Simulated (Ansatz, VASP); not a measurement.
**Two plane-wave programs on GaN**

```
Ga N
1.0
     3.33900    0.00000    0.00000
    -1.66950    2.89166    0.00000
     0.00000    0.00000    5.42430
Ga N
2 2
Direct
  0.33333 0.66667 0.00000
  0.66667 0.33333 0.50000
  0.33333 0.66667 0.37500
  0.66667 0.33333 0.87500
```

Change from the starting cell: strain +0.050 along x and y, +0.050 along z, atoms carried along.

Alike in both runs: task single point; functional PBE; k mesh 12 × 12 × 6; occupations gaussian, width 0.05 eV; no spin polarisation.

|  | VASP | Ansatz |
| --- | --- | --- |
| version | VASP 6.6.1 | Ansatz 0.2.0 |
| potentials or method | VASP PAW PBE potentials, release 64 (Ga_d, N) | scalar-relativistic, plane waves, PAW |
| plane-wave cutoff (eV) | 520 | 420 |
| valence electrons in the cell | 36 | 36 |

```csv
,VASP,Ansatz,Ansatz less VASP
gap on the k mesh at the Fermi level (eV),0.99,1.00,+0.001
least direct gap on the mesh (eV),0.99,1.00,+0.001
pressure (GPa),-14.3,-14.5,-0.30
largest component of the traceless stress (GPa),0.75,0.75,-0.003
rms of the force components (eV/Å),0.057,0.057,+0.0006
```

Atom by atom the forces differ by 0.001 eV/Å (rms over components).
